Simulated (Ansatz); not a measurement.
This Ansatz 0.2.0 run on W2C needs a look.

File input.yaml:

```yaml
crystal:
  lattice:
    - [3.070045642, 0.0, 0.0]
    - [-1.535022821, 2.6587375167, 0.0]
    - [0.0, 0.0, 4.678428]
  atoms:
    - { symbol: W, position: [0.6666666667, 0.3333333333, 0.253669] }
    - { symbol: W, position: [0.3333333333, 0.6666666667, 0.746331] }
    - { symbol: C, position: [0.0, 0.0, 0.0] }
hamiltonian:
  xc: hse06
  pseudopotentials: { kind: paw, core: large }
kpoints:
  mp_grid: { grid: [5, 5, 3] }
  band_path:
    path:
      - [[0.0, 0.0, 0.0], [0.5, 0.0, 0.0], [0.3333333333, 0.3333333333, 0.0], [0.0, 0.0, 0.0], [0.0, 0.0, 0.5], [0.5, 0.0, 0.5], [0.3333333333, 0.3333333333, 0.5], [0.0, 0.0, 0.5]]
      - [[0.5, 0.0, 0.5], [0.5, 0.0, 0.0]]
      - [[0.3333333333, 0.3333333333, 0.0], [0.3333333333, 0.3333333333, 0.5]]
    npoints: 4
scf:
  occupations: { method: cold, width: 0.15 }
  n_extra_bands: 7
  max_iter: many
output:
  forces: true
  stress: true
  eigenvalues: true
  fatbands: false
```

Potentials or basis: Ansatz PAW large core.

Run with:

```console
$ ansatz run input.yaml --threads 2 --pin off --max-ram 5120MiB --backend cpu --events-out ev --progress --plain --runs-dir out
```

Output:

```text
Error: YAML parse error: error: line 24 column 13: invalid u64
  --> <input>:24:13
   |
22 |   occupations: { method: cold, width: 0.15 }
23 |   n_extra_bands: 7
24 |   max_iter: many
   |             ^ invalid u64
25 | output:
26 |   forces: true
   |
```

**Question.** Diagnose the run.

**Answer.** The input was rejected before any iteration. The input holds a flaw that was put in on purpose: a value of the wrong type.
